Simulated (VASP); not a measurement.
Si:

```
Si
1.0
     0.08547    2.78139    2.78139
     2.78139    0.08547    2.78139
     2.78139    2.78139    0.08547
Si
2
Direct
  0.00000 0.00000 0.00000
  0.25000 0.25000 0.25000
```

```yaml
Program: VASP 6.6.1
Task: relaxation of the atoms
Functional: PBE
Potentials_or_basis: VASP PAW PBE potentials, release 64 (Si)
Cutoff: 520 eV
k_mesh: 10 × 10 × 10
Occupations: gaussian, width 0.01 eV
Spin: no spin polarisation
```

At the start: pressure -0.1 GPa; volume 20.53 Å³/atom.

Task: Where does the relaxation end?

Result: Over 3 steps the energy falls by 3.5 meV/atom; space group R-3m (No. 166, to 0.05 Å).

The path:
```
step  energy change (eV)  largest force (eV/Å)  pressure (GPa)
   1              0.0000                0.4040           -0.12
   2             -0.0070                0.0556           -0.37
   3             -0.0071                0.0007           -0.34
```

Final structure:
```
Si
1.0
     0.08547    2.78139    2.78139
     2.78139    0.08547    2.78139
     2.78139    2.78139    0.08547
Si
2
Direct
  0.00176 0.00176 0.00176
  0.24824 0.24824 0.24824
```
